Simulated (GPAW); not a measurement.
# Te2Mo in GPAW: single point with LDA

Aim: the single point of Te2Mo with LDA.

All numbers are computed with GPAW 26.7.0; they aren't measurements. Logs are shortened: lines on timing, memory, paths and dates and some standing lists are left out, and cuts for length are marked. The log counts tension as positive stress, the text compression.

### Step 1. Starting point

The cell holds a slab with vacuum, 6 atoms: a = 3.518 Å, b = 3.518 Å, c = 25.974 Å, α = 90.00°, β = 90.00°, γ = 120.00°.

### Step 2. Single point, LDA

run.py reads:

```python
from ase import Atoms
from ase.dft.bandgap import bandgap
from ase.io import write
from ase.units import GPa
from ase.parallel import parprint
from gpaw import GPAW, PW

atoms = Atoms(['Te', 'Te', 'Te', 'Te', 'Mo', 'Mo'],
              cell=[[3.5182000019, 0.0, 0.0],
                    [-1.759100001, 3.0468505772, 0.0],
                    [0.0, 0.0, 25.9736]],
              scaled_positions=[[0.33333333, 0.66666667, 0.56509708],
                                [0.6666666633, 0.3333333367, 0.29610087],
                                [0.33333333, 0.66666667, 0.70389913],
                                [0.6666666633, 0.3333333367, 0.43490292],
                                [0.33333333, 0.66666667, 0.36550189],
                                [0.6666666633, 0.3333333367, 0.63449811]],
              pbc=True)

calc = GPAW(mode=PW(600),
            xc='LDA',
            kpts={'size': (9, 9, 1), 'gamma': True},
            occupations={'name': 'fermi-dirac', 'width': 0.05},
            nbands=46,
            convergence={'density': 1e-05, 'energy': 1e-05},
            maxiter=150,
            txt='gpaw.txt')
atoms.calc = calc
energy = atoms.get_potential_energy()
forces = atoms.get_forces()
stress = atoms.get_stress()
calc.write('gs.gpw')
write('result.traj', atoms)
parprint(f'Energy: {energy:.6f} eV')
parprint('Forces (eV/A):')
parprint(forces.round(4))
parprint('Stress (GPa):', (stress / GPa).round(3))
parprint('Fermi level:', round(calc.get_fermi_level(), 4), 'eV')
parprint(f'Gap: {bandgap(calc)[0]:.4f} eV, direct: {bandgap(calc, direct=True)[0]:.4f} eV')
```

Potentials or basis: the program's PAW data sets (release 1.2.1) made for this functional, pw.

On the command line:

```
$ OMP_NUM_THREADS=1 mpirun -n 4 gpaw python run.py
```

gpaw.txt:

```text
__  _  _
 | _ |_)|_||  |
 |__||  | ||/\| - 26.7.0

Input parameters:
  mode=PW(ecut=600.0),
  convergence={'density': 1e-05, 'energy': 1e-05},
  kpts=MonkhorstPack(size=(9, 9, 1), gamma=True),
  maxiter=150,
  nbands=46,
  occupations=Occupations(name='fermi-dirac', width=0.05),
  xc=XC(name='LDA')

Diagonalizing LCAO Hamiltonian
Converting LCAO to pw mode

        Te

           Mo

        Te

           Te

        Mo

           Te

Atoms  # Å, Bohr magnetons
|   | symbol |         x |        y |         z |    initial magnetic moments |
|---|--------|-----------|----------|-----------|-----------------------------|
| 0 |     Te | -0.000000 | 2.031234 | 14.677606 | ( 0.0000,  0.0000,  0.0000) |
| 1 |     Te |  1.759100 | 1.015617 |  7.690806 | ( 0.0000,  0.0000,  0.0000) |
| 2 |     Te | -0.000000 | 2.031234 | 18.282794 | ( 0.0000,  0.0000,  0.0000) |
| 3 |     Te |  1.759100 | 1.015617 | 11.295994 | ( 0.0000,  0.0000,  0.0000) |
| 4 |     Mo | -0.000000 | 2.031234 |  9.493400 | ( 0.0000,  0.0000,  0.0000) |
| 5 |     Mo |  1.759100 | 1.015617 | 16.480200 | ( 0.0000,  0.0000,  0.0000) |

Unit cell  # Å
| periodic |         x |        y |         z |   lengths |     angles |
|----------|-----------|----------|-----------|-----------|------------|
|      yes |  3.518200 | 0.000000 |  0.000000 |  3.518200 |  90.000000 |
|      yes | -1.759100 | 3.046851 |  0.000000 |  3.518200 |  90.000000 |
|      yes |  0.000000 | 0.000000 | 25.973600 | 25.973600 | 120.000000 |

Number of symmetries: 12
Symmetry operations  # r_c * U_cc + t_c -> r_c
|    | kind |            matrix            |
|----|------|------------------------------|
|  0 |  σ   |  1, 1, 0,  0,-1, 0,  0, 0, 1 |
|  1 |  S6  |  1, 1, 0, -1, 0, 0,  0, 0,-1 |
|  2 |  E   |  1, 0, 0,  0, 1, 0,  0, 0, 1 |
|  3 |  C2  |  1, 0, 0, -1,-1, 0,  0, 0,-1 |
|  4 |  C2  |  0, 1, 0,  1, 0, 0,  0, 0,-1 |
|  5 |  C3  |  0, 1, 0, -1,-1, 0,  0, 0, 1 |
|  6 |  S6  |  0,-1, 0,  1, 1, 0,  0, 0,-1 |
|  7 |  σ   |  0,-1, 0, -1, 0, 0,  0, 0, 1 |
|  8 |  σ   | -1, 0, 0,  1, 1, 0,  0, 0, 1 |
|  9 |  i   | -1, 0, 0,  0,-1, 0,  0, 0,-1 |
| 10 |  C3  | -1,-1, 0,  1, 0, 0,  0, 0, 1 |
| 11 |  C2  | -1,-1, 0,  0, 1, 0,  0, 0,-1 |

BZ-sampling:
  Number of BZ points: 81
  Number of IBZ points: 12

  Monkhorst-Pack size: [9, 9, 1]
  Monkhorst-Pack shift: [0, 0, 0]

K-points  # in reciprocal-cell coordinates
|     |                                coordinates |     weight |
|-----|--------------------------------------------|------------|
|   0 | (  0.00000000,   0.00000000,   0.00000000) | 0.01234568 |
|   1 | (  0.11111111,   0.00000000,   0.00000000) | 0.07407407 |
|   2 | (  0.22222222,  -0.11111111,   0.00000000) | 0.07407407 |
|   3 | (  0.22222222,   0.00000000,   0.00000000) | 0.07407407 |
|   4 | (  0.33333333,  -0.11111111,   0.00000000) | 0.14814815 |
|   5 | (  0.33333333,   0.00000000,   0.00000000) | 0.07407407 |
|   6 | (  0.33333333,   0.33333333,   0.00000000) | 0.02469136 |
|   7 | (  0.44444444,  -0.22222222,   0.00000000) | 0.07407407 |
|   8 | (  0.44444444,  -0.11111111,   0.00000000) | 0.14814815 |
|   9 | (  0.44444444,   0.00000000,   0.00000000) | 0.07407407 |
| ... |                                            |            |
|  11 | (  0.44444444,   0.44444444,   0.00000000) | 0.07407407 |

Plane wave coefficients: 9331
Cutoff: 600.0 eV

Spin-components: 1 (collinear spins)
Bands:           46
Projectors:      32
Spin-degeneracy: 2
Datatype:        complex128

Parallelization:
  kpt:    4
  domain: 1
  band:   1

Density:
  Valence electrons: 52.0
  Components: 1
  Grid points: [ 20  20 147]
  Charge: 0.0  # |e|

Potential:
  Grid points: [ 20  20 147]

species:
  Te:
    name:    Tellurium
    Z:       52.0
    valence: 6
    core:    46
    charge:  0.0  # [|e|]
    compensation charges:
      type: gauss
      rc: 0.36  # [Å]
      lmax: 2
    cutoffs:
      filter: 2.09  # [Å]
      core: 3.17  # [Å]
    projectors
    | kind |    occ | energy [eV] | rcut [Å] |
    |------|--------|-------------|----------|
    |   5s |  2.000 |     -15.337 |    1.180 |
    |   5p |  4.000 |      -6.113 |    1.196 |
    |    s |        |      11.875 |    1.180 |
    |    p |        |      21.098 |    1.196 |
    |    d |        |       0.000 |    1.238 |

    Using partial waves for Te as LCAO basis

  Mo:
    name:    Molybdenum
    Z:       42.0
    valence: 14
    core:    28
    charge:  0.0  # [|e|]
    compensation charges:
      type: gauss
      rc: 0.38  # [Å]
      lmax: 2
    cutoffs:
      filter: 2.16  # [Å]
      core: 1.42  # [Å]
    projectors
    | kind |    occ | energy [eV] | rcut [Å] |
    |------|--------|-------------|----------|
    |   4s |  2.000 |     -64.384 |    1.238 |
    |   5s |  1.000 |      -4.319 |    1.238 |
    |   4p |  6.000 |     -38.595 |    1.296 |
    |   5p |  0.000 |      -1.161 |    1.296 |
    |   4d |  5.000 |      -3.933 |    1.296 |
    |    d |        |      23.278 |    1.296 |

    Using partial waves for Mo as LCAO basis

Reference energy: -958589.610648  # eV

eigensolver:
  PPCG
  Converge bands: occupied
  niter=2

density mixing:
  MSR1-Mixer
  Pratt-step length: 0.05
  Maximum mixing coefficient: 0.75
  Old densities: 10
  SVD Regularization: 0.005
  Good broyden scale: 1.0
  Trust region scale: 1.0
  Backstep threshold: 4.0
  History deletion threshold: 6.0
  Fourier metric: weight=20.0, sigma=0.015

occupation numbers:
  Fermi-Dirac:
    width: 0.0500  # eV

poisson solver:
  ecut: 4800.0  # eV

xc functional:
  name: None

convergence criteria:
- Maximum integral of absolute [dens]ity change: 1e-05 electrons / valence electron
- Maximum [total energy] change in last 3 cyles: 1e-05 eV / valence electron
- Maximum integral of absolute [eigenst]ate change: 4e-08 eV^2 / valence electron
maximum number of iterations: 150

SCF iterations
|iter     | |      energy | eigst |  dens |
|---------|-|-------------|-------|-------|
|iter:   1| |  -43.658676 | +0.43 |       |
|iter:   2| |  -43.431192 | -1.36 | -1.09 |
|iter:   3| |  -42.691127 | -1.41 | -1.12 |
|iter:   4| |  -42.447080 | -1.58 | -1.34 |
|iter:   5| |  -42.480368 | -2.05 | -1.61 |
|iter:   6| |  -42.237136 | -2.32 | -1.61 |
|iter:   7| |  -42.233671 | -3.58 | -2.15 |
|iter:   8| |  -42.233536 | -4.51 | -2.95 |
|iter:   9| |  -42.233541c| -5.47 | -3.55 |
|iter:  10| |  -42.233541c| -6.36 | -4.24 |
|iter:  11| |  -42.233541c| -7.16 | -4.92 |
|iter:  12| |  -42.233541c| -7.53c| -5.29c|

Converged in 12 steps
Energy contributions relative to reference atoms: (reference = -958589.610648)

Energy contributions:
  Kinetic:          11.209995
  Coulomb:         -19.089584
  Zero:             -0.171385
  External:          0.000000
  Xc:              -34.182563
  Entropy:          -0.000008
  Spinorbit:         0.000000
  ----------------------------
  Free energy:     -42.233545
  Extrapolated:    -42.233541

dipole moment: (-0.000102, -0.000174, -0.001491)  # |e|*Ang

Fermi level: 2.312
Eigenvalues  # (at kpt = [0.000, 0.000, 0.000])
| band index |      eig [eV] | occ [0-2] |
|------------|---------------|-----------|
|          0 |       -58.786 |     2.000 |
|        ... |               |           |
|         18 |         0.103 |     2.000 |
|         19 |         0.543 |     2.000 |
|         20 |         0.882 |     2.000 |
|         21 |         0.882 |     2.000 |
|         22 |         0.899 |     2.000 |
|         23 |         0.899 |     2.000 |
[... 8 lines left out ...]
|         32 |         5.226 |     0.000 |
|         33 |         5.226 |     0.000 |
|        ... |               |           |
|         45 |        11.020 |     0.000 |

Gap: 1.006 eV
Transition (v -> c):
  (s=0, k=0, n=25, [0.00, 0.00, 0.00]) -> (s=0, k=7, n=26, [0.44, -0.22, 0.00])
Direct/indirect transitions are different
Direct gap: 1.082 eV
Transition at: (s=0, k=6, n=25, [0.33, 0.33, 0.00])

Forces  # eV/Ang
|        x |        y |        z |
|----------|----------|----------|
| -0.00000 |  0.00000 |  0.38309 |  # Te   0
| -0.00000 |  0.00000 |  0.49386 |  # Te   1
|  0.00000 | -0.00000 | -0.49386 |  # Te   2
|  0.00000 | -0.00000 | -0.38309 |  # Te   3
|  0.00000 | -0.00000 | -0.04921 |  # Mo   4
| -0.00000 |  0.00000 |  0.04921 |  # Mo   5

Stress tensor  # eV/Ang^3
|        x |        y |        z |
|----------|----------|----------|
| 0.013361 | 0.000000 | 0.000000 |
| 0.000000 | 0.013361 | 0.000000 |
| 0.000000 | 0.000000 | 0.013020 |

# Writing to gs.gpw (mode='')
```

Wall time 35 s (4 MPI ranks of Intel Xeon Platinum 8375C at 2.90GHz (Ice Lake), shared host); peak memory 0.3 GiB.

Results:

```yaml
Free_energy: -42.2335 eV
Largest_force: 0.494 eV/Å
Band_gap_on_the_k_mesh: 1.01 eV, indirect (least direct gap 1.08 eV)
```

Forces in eV/Å, atoms in the order of the input:
```
Te   0.000  0.000  0.383
Te   0.000  0.000  0.494
Te   0.000  0.000 -0.494
Te   0.000  0.000 -0.383
Mo   0.000  0.000 -0.049
Mo   0.000  0.000  0.049
```

Caveat: spin-orbit coupling is left out, which moves the levels of the heavy elements. As with any semilocal functional, this LDA gap is likely too small.
